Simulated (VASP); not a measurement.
# HfB (Fm-3m) in VASP: notebook, part 2 of 2

VASP 6.6.1.

### 3 Single point, PBE (volume scaled by 1.06)

INCAR reads:

```
PREC = Accurate ; ENCUT = 520
EDIFF = 1E-7 ; ISMEAR = -1
SIGMA = 0.05 ; LREAL = F
LASPH = T ; NELM = 100
ALGO = Fast ; ISIF = 2
LWAVE = F ; LCHARG = F
GGA = PE ; NBANDS = 14
```

KPOINTS reads:

```
Automatic mesh
0
Gamma
  10 10 10
```

POSCAR reads:

```
HfB
1.0
    0.0000000000      2.3553056198      2.3553056198
    2.3553056198      0.0000000000      2.3553056198
    2.3553056198      2.3553056198      0.0000000000
Hf B
1 1
Direct
    0.5000000000      0.5000000000      0.5000000000
    0.0000000000      0.0000000000      0.0000000000
```

Potentials or basis: VASP PAW PBE potentials, release 64 (Hf_pv, B).

Launch:

```bash
> cat potpaw_PBE.64/Hf_pv/POTCAR potpaw_PBE.64/B/POTCAR > POTCAR
> mpirun -np 1 vasp_std > vasp.out
```

OUTCAR:

```text
PREC = Accurate
   ENCUT = 520
   EDIFF = 1E-7
   ISMEAR = -1
   LREAL = F
   LASPH = T
   NELM = 100
   ISIF = 2
   GGA = PE

 ion  position               nearest neighbor table
   1  0.500  0.500  0.500-   2 2.36   2 2.36   2 2.36   2 2.36   2 2.36   2 2.36
   2  0.000  0.000  0.000-   1 2.36   1 2.36   1 2.36   1 2.36   1 2.36   1 2.36

  LATTYP: Found a face centered cubic cell.
 ALAT       =     4.7106112396

  Lattice vectors:

 A1 = (   0.0000000000,   2.3553056198,   2.3553056198)
 A2 = (   2.3553056198,   0.0000000000,   2.3553056198)
 A3 = (   2.3553056198,   2.3553056198,   0.0000000000)

Analysis of symmetry for initial positions (statically):
=====================================================================
 Subroutine PRICEL returns:
 Original cell was already a primitive cell.

 Routine SETGRP: Setting up the symmetry group for a
 face centered cubic supercell.

 Subroutine GETGRP returns: Found 48 space group operations
 (whereof 48 operations were pure point group operations)
 out of a pool of 48 trial point group operations.

The static configuration has the point symmetry O_h .

Analysis of symmetry for dynamics (positions and initial velocities):
=====================================================================
 Subroutine PRICEL returns:
 Original cell was already a primitive cell.

 Routine SETGRP: Setting up the symmetry group for a
 face centered cubic supercell.

 Subroutine GETGRP returns: Found 48 space group operations
 (whereof 48 operations were pure point group operations)
 out of a pool of 48 trial point group operations.

The dynamic configuration has the point symmetry O_h .

 Subroutine INISYM returns: Found 48 space group operations
 (whereof 48 operations are pure point group operations),
 and found     1 'primitive' translations

----------------------------------------------------------------------------------------

                                     Primitive cell

  volume of cell :      26.1319

  direct lattice vectors                    reciprocal lattice vectors
     0.000000000  2.355305620  2.355305620    -0.212286676  0.212286676  0.212286676
     2.355305620  0.000000000  2.355305620     0.212286676 -0.212286676  0.212286676
     2.355305620  2.355305620  0.000000000     0.212286676  0.212286676 -0.212286676

  length of vectors
     3.330905151  3.330905151  3.330905151     0.367691308  0.367691308  0.367691308

  position of ions in fractional coordinates (direct lattice)
     0.500000000  0.500000000  0.500000000
     0.000000000  0.000000000  0.000000000

  ion indices of the primitive-cell ions
   primitive index   ion index
                 1           1
                 2           2

----------------------------------------------------------------------------------------

 KPOINTS: Automatic mesh

Automatic generation of k-mesh.
 Grid dimensions read from file:
 generate k-points for:   10   10   10

 Generating k-lattice:

  Cartesian coordinates                     Fractional coordinates (reciprocal lattice)
    -0.021228668  0.021228668  0.021228668     0.100000000  0.000000000  0.000000000
     0.021228668 -0.021228668  0.021228668     0.000000000  0.100000000  0.000000000
     0.021228668  0.021228668 -0.021228668     0.000000000  0.000000000  0.100000000

  Length of vectors
     0.036769131  0.036769131  0.036769131

  Shift w.r.t. Gamma in fractional coordinates (k-lattice)
     0.000000000  0.000000000  0.000000000

 Subroutine IBZKPT returns following result:
 ===========================================

 Found     47 irreducible k-points:

 Following reciprocal coordinates:
            Coordinates               Weight
  0.000000  0.000000  0.000000      1.000000
  0.100000  0.000000  0.000000      8.000000
  0.200000  0.000000  0.000000      8.000000
  0.300000  0.000000  0.000000      8.000000
  0.400000  0.000000  0.000000      8.000000
  0.500000  0.000000  0.000000      4.000000
[... 16 lines left out ...]
  0.300000  0.300000  0.000000      6.000000
  0.400000  0.300000  0.000000     24.000000
 [... further k-points ...]
   k-points           NKPTS =     47   k-points in BZ     NKDIM =     47   number of bands    NBANDS=     14
   number of dos      NEDOS =    301   number of ions     NIONS =      2
   total plane-waves  NPLWV =  21952
   dimension x,y,z NGX =    28 NGY =   28 NGZ =   28
   dimension x,y,z NGXF=    56 NGYF=   56 NGZF=   56
   ions per type =               1   1
   NGX,Y,Z   is equivalent  to a cutoff of  13.97, 13.97, 13.97 a.u.
   NGXF,Y,Z  is equivalent  to a cutoff of  27.95, 27.95, 27.95 a.u.
 SYSTEM =  unknown system
   PREC   = accura    normal or accurate (medium, high low for compatibility)
   ISTART =      0    job   : 0-new  1-cont  2-samecut
   ICHARG =      2    charge: 1-file 2-atom 10-const
   ISPIN  =      1    spin polarized calculation?
   LNONCOLLINEAR =      F non collinear calculations
   LSORBIT =      F    spin-orbit coupling
   LASPH  =      T    aspherical Exc in radial PAW
   ENCUT  =  520.0 eV  38.22 Ry    6.18 a.u.   6.19  6.19  6.19*2*pi/ulx,y,z
   NELM   =    100;   NELMIN=  2; NELMDL= -5     # of ELM steps
   EDIFF  = 0.1E-06   stopping-criterion for ELM
   LREAL  =      F    real-space projection
   EDIFFG = 0.1E-05   stopping-criterion for IOM
   NSW    =      0    number of steps for IOM
   IBRION =     -1    ionic relax: 0-MD 1-quasi-New 2-CG
   NFREE  =      0    steps in history (QN), initial steepest desc. (CG)
   ISIF   =      2    stress and relaxation
   ISYM   =      2    0-nonsym 1-usesym 2-fastsym
   POTIM  = 0.5000    time-step for ionic-motion
   TEBEG  =    0.0;   TEEND  =   0.0 temperature during run
   PSTRESS=    0.0 pullay stress
   NELECT =      13.0000    total number of electrons
   NUPDOWN=      -1.0000    fix difference up-down
   EMIN   =  10.00;   EMAX   =-10.00  energy-range for DOS
   EFERMI =   0.00;   METHOD = LEGACY
   ISMEAR =    -1;   SIGMA  =   0.05  broadening in eV -4-tet -1-fermi 0-gaus
   EFERMI_NEDOS =   21; number of points for ismear=-14 and -15
   IALGO  =     68    algorithm
   IMIX   =      4    mixing-type and parameters
     AMIX     =   0.40;   BMIX     =  1.00
     AMIX_MAG =   1.60;   BMIX_MAG =  1.00
  volume/ion in A,a.u.               =      13.07        88.17
  Fermi-wavevector in a.u.,A,eV,Ry     =   1.297175  2.451306 22.894031  1.682664
  Thomas-Fermi vector in A             =   2.428585
   LORBIT       =      0    0 simple, 1 ext, 2 COOP (PROOUT), +10 PAW based schemes
   GGA     = PE    functional components
   LHFCALC =     F    Hartree Fock is set to
   AEXX    =    0.0000 exact exchange contribution
   IVDW    =     0    specifies the selected vdW correction
   LEPSILON=     F    determine dielectric tensor
   LRPA    =     F    only Hartree local field effects (RPA)
 non-spin polarized calculation
 RMM-DIIS sequential band-by-band and
  energy-cutoff  :      520.00
  volume of cell :       26.13
 maximum number of plane-waves:       725
 NGX is ok and might be reduce to    28
   NGX = 13   NGY = 13   NGZ = 13

 number of electron      13.0000001 magnetization

 Free energy of the ion-electron system (eV)
  ---------------------------------------------------
  ext. energy  EPLUGINS =         0.00000000
  ---------------------------------------------------
  free energy    TOTEN  =       -17.35989083 eV

  energy without entropy =      -17.34635703  energy(sigma->0) =      -17.35312393

 E-fermi :   4.7361     XC(G=0): -12.0269

 val. band max:        4.7300176456   @ k =   0.3000   0.2000   0.1000
 cond. band min:       4.7380736627   @ k =  -0.2000   0.1000   0.0000
 fundamental gap:      0.0080560170
 Fermi energy:         4.7360808155

 k-point     1 :       0.0000    0.0000    0.0000
  band No.  band energies     occupation
      1     -23.8482      2.00000
      2     -23.8482      2.00000
      3     -23.8482      2.00000
      4      -4.6281      2.00000
      5       6.8987      0.00000
      6       6.8987      0.00000
      7       6.8987      0.00000
      8       8.5439      0.00000
      9       8.5439      0.00000
     10       8.5439      0.00000
     11       8.7635      0.00000
     12       8.7635      0.00000
     13      16.2070      0.00000
     14      16.8862      0.00000
[... 375 lines left out ...]
 k-point    24 :       0.4000    0.3000    0.0000
  band No.  band energies     occupation
      1     -24.2863      2.00000
      2     -24.0269      2.00000
      3     -24.0086      2.00000
      4      -1.7952      2.00000
      5       2.6145      2.00000
      6       4.0693      2.00000
      7       6.0085      0.00000
      8       6.7867      0.00000
      9      10.7340      0.00000
     10      12.2454      0.00000
     11      12.5176      0.00000
     12      16.3607      0.00000
     13      16.8346      0.00000
     14      19.9650      0.00000

 [... further k-points ...]
[... 5 lines left out ...]
  --------------------------------------------------------------------------------------
  -------------------------------------------------------------------------------------
  Total        2.5534383      2.5534383      2.5534383      0.0000000     -0.0000000      0.0000000
  in kB      156.5539927    156.5539927    156.5539927      0.0000000     -0.0000000      0.0000000
  external PRESSURE =     156.5539927 kB  Pullay stress =       0.0000000 kB

 VOLUME and BASIS-vectors are now :
 -----------------------------------------------------------------------------
  energy-cutoff  :      520.00
  volume of cell :       26.13
      direct lattice vectors                 reciprocal lattice vectors
     0.000000000  2.355305620  2.355305620    -0.212286676  0.212286676  0.212286676
     2.355305620  0.000000000  2.355305620     0.212286676 -0.212286676  0.212286676
     2.355305620  2.355305620  0.000000000     0.212286676  0.212286676 -0.212286676

 POSITION                                       TOTAL-FORCE (eV/Angst)
 -----------------------------------------------------------------------------------
      2.35531      2.35531      2.35531        -0.000000     -0.000000     -0.000000
      0.00000      0.00000      0.00000         0.000000      0.000000      0.000000
 -----------------------------------------------------------------------------------
    total drift:                                0.000000      0.000000      0.000000

  FREE ENERGIE OF THE ION-ELECTRON SYSTEM (eV)
  ---------------------------------------------------
  free  energy   TOTEN  =       -17.3598908344 eV

  energy  without entropy=      -17.3463570343  energy(sigma->0) =      -17.35312393
```

OSZICAR:

```text
N       E                     dE             d eps       ncg     rms          rms(c)
DAV:   1     0.209315837982E+02    0.20932E+02   -0.70003E+03  1332   0.866E+02
DAV:   2    -0.180111445390E+02   -0.38943E+02   -0.37085E+02  1676   0.189E+02
DAV:   3    -0.190487251567E+02   -0.10376E+01   -0.10323E+01  1652   0.210E+01
DAV:   4    -0.190523681855E+02   -0.36430E-02   -0.36429E-02  1508   0.157E+00
DAV:   5    -0.190523878380E+02   -0.19652E-04   -0.19652E-04  1640   0.103E-01    0.606E+01
RMM:   6    -0.174243208617E+02    0.16281E+01   -0.13010E+00  1330   0.586E+00    0.370E+01
RMM:   7    -0.173977975904E+02    0.26523E-01   -0.52791E-01  1442   0.407E+00    0.963E+00
RMM:   8    -0.173600643448E+02    0.37733E-01   -0.55848E-02  1374   0.161E+00    0.548E-01
RMM:   9    -0.173599267729E+02    0.13757E-03   -0.26130E-03  1625   0.404E-01    0.305E-01
RMM:  10    -0.173598895852E+02    0.37188E-04   -0.53531E-04  1636   0.141E-01    0.132E-01
RMM:  11    -0.173598907629E+02   -0.11776E-05   -0.95932E-05  1637   0.625E-02    0.163E-01
RMM:  12    -0.173598908714E+02   -0.10858E-06   -0.20311E-05  1702   0.244E-02    0.151E-02
RMM:  13    -0.173598902506E+02    0.62082E-06   -0.65609E-06  1706   0.130E-02    0.243E-02
RMM:  14    -0.173598905822E+02   -0.33157E-06   -0.12214E-06  1518   0.535E-03    0.149E-02
RMM:  15    -0.173598908554E+02   -0.27325E-06   -0.26187E-07  1283   0.224E-03    0.267E-03
RMM:  16    -0.173598908344E+02    0.21076E-07   -0.52215E-08   935   0.854E-04
   1 F= -.17359891E+02 E0= -.17353124E+02  d E =-.135338E-01
```

Wall time 22 s (1 thread of Intel Xeon Platinum 8488C (Sapphire Rapids), shared host); peak memory 0.16 GiB.

Results:

```yaml
Free_energy: -17.3599 eV
Pressure: 15.7 GPa
Band_gap_on_the_k_mesh: none (metal or under the smearing width)
```

Levels at points of the mesh, in eV from the Fermi level:
| k point | band 4 | band 5 | band 6 | band 7 | band 8 | band 9 | band 10 | band 11 |
| --- | --- | --- | --- | --- | --- | --- | --- | --- |
| (0.00, 0.00, 0.00) | -9.36 | 2.16 | 2.16 | 2.16 | 3.81 | 3.81 | 3.81 | 4.03 |
| (0.50, 0.00, 0.00) | -4.82 | -4.25 | -1.25 | -1.25 | 6.18 | 6.18 | 7.12 | 8.15 |
| (0.50, 0.50, 0.00) | -6.55 | -1.06 | -0.93 | 2.19 | 2.19 | 5.90 | 7.44 | 7.44 |

Caveat: so large a pressure means that the cell lies far from this level's equilibrium, or that cutoff or potentials fall short. The run has no spin-orbit coupling, so splittings on Hf are missing.
